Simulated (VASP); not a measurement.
Set up this calculation in VASP 6.6.1, as the native input.

```yaml
Task: single point
Functional: PBEsol
Potentials_or_basis: VASP PAW PBE potentials, release 64 (Al, N)
Cutoff: 520 eV
k_mesh: 9 × 6 × 1
Occupations: gaussian, width 0.03 eV
Spin: no spin polarisation
Dipole_correction: yes
Further_INCAR_settings: ALGO = Fast; EDIFF = 1e-07
```

The structure of AlN lies in POSCAR:

```
AlN
1.0
    3.1131016400      0.0000000000      0.0000000000
    0.0000000000      4.9818130000      0.0000000000
    0.0000000000      0.0000000000     26.6827781500
Al N
10 10
Direct
    0.9999996500      0.0010140000      0.2810801800
    0.5000006900      0.5010140000      0.3147602100
    0.4999997700      0.0010140000      0.3821200800
    0.0000008100      0.5010140000      0.4158001100
    0.9999998900      0.0010140000      0.4831599800
    0.5000009200      0.5010140000      0.5168400200
    0.5000000000      0.0010140000      0.5841998900
    0.0000010400      0.5010140000      0.6178799200
    0.0000001200      0.0010140000      0.6852397900
    0.5000011600      0.5010140000      0.7189198200
    0.9999996500      0.6189860000      0.2810801800
    0.5000006900      0.1189860000      0.3147602100
    0.4999997700      0.6189860000      0.3821200800
    0.0000008100      0.1189860000      0.4158001100
    0.9999998900      0.6189860000      0.4831599800
    0.5000009200      0.1189860000      0.5168400200
    0.5000000000      0.6189860000      0.5841998900
    0.0000010400      0.1189860000      0.6178799200
    0.0000001200      0.6189860000      0.6852397900
    0.5000011600      0.1189860000      0.7189198200
```

These files were run (other wordings do the same):

INCAR

```
SYSTEM = AlN
ALGO = Fast ; DIPOL = 0.5 0.5 0.500
EDIFF = 1E-7 ; ENCUT = 520
GGA = PS ; ICORELEVEL = 1
IDIPOL = 3 ; ISIF = 2
ISMEAR = 0 ; LASPH = .TRUE.
LCHARG = .FALSE. ; LDIPOL = .TRUE.
LREAL = .FALSE. ; LUSENCCL = .FALSE.
LVACPOTAV = .TRUE. ; LVHAR = .TRUE.
LWAVE = .FALSE. ; NELM = 80
PREC = Accurate ; SIGMA = 0.03
```

KPOINTS

```
k-points
0
G
  9 6 1
  0 0 0
```

Potentials or basis: VASP PAW PBE potentials, release 64 (Al, N).

Run with:

```sh
$ cat potpaw_PBE.64/Al/POTCAR potpaw_PBE.64/N/POTCAR > POTCAR
$ mpirun -np 1 vasp_std > vasp.out
```

Results of the run:

```yaml
Largest_force: 2.640 eV/Å
Band_gap_on_the_k_mesh: 1.46 eV, indirect (least direct gap 1.50 eV)
Ionisation_potential_of_the_upper_face: 5.03 eV
```

Caveat: the PAW data sets were made with another functional, which shifts forces and pressure a little.

Run time: 63 s on 1 × NVIDIA H100 80GB with 1 thread of AMD EPYC 7R13 Processor (Zen 3) (shared host), peak memory 1.6 GiB.
